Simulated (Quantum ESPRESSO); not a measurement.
Runs of Quantum ESPRESSO 7.5 on AlN. Symmetry: P6_3mc, No. 186, hexagonal system. The conventional cell has a = 3.113 Å, b = 3.113 Å, c = 4.981 Å, α = 90.00°, β = 90.00°, γ = 120.00°. Al (site symmetry 3m) is surrounded by 4 N at 1.89 Å. N (site symmetry 3m) is surrounded by 4 Al at 1.89 Å. 

```tsv
task	level	potentials or basis	cell	k mesh	form of the LDA correlation	mesh quality	pressure (GPa)	largest force (eV/Å)
dielectric tensor	PBE	GBRV 1.5 PBE	as given	4 × 4 × 4, shifted	-	coarse	4.2	0.14
phonons	RPBE	GBRV 1.5 PBE	relaxed	4 × 4 × 2, shifted	-	coarse	0.0	-
phonons	WC	GBRV 1.5 PBE	relaxed	4 × 4 × 2, shifted	-	coarse	0.0	-
phonons	LDA	GBRV 1.5 LDA	relaxed	4 × 4 × 2, shifted	PZ81	coarse	0.0	-
dielectric tensor	PBE	GBRV 1.5 PBE	as given	12 × 12 × 8, shifted	-	not flagged	4.2	(a)
```

Alike in all rows: no spin polarisation; cutoff (eV) 612; smearing fermi-dirac 0.05 eV.

**Question.** Fill in the values left out.

**Answer.** (a) 0.13.

Caveats: some runs use coarse meshes; the cell is more than 3 GPa from zero pressure, which shifts response properties (some runs); the potentials were made for another functional, which shifts forces and pressure (some runs).
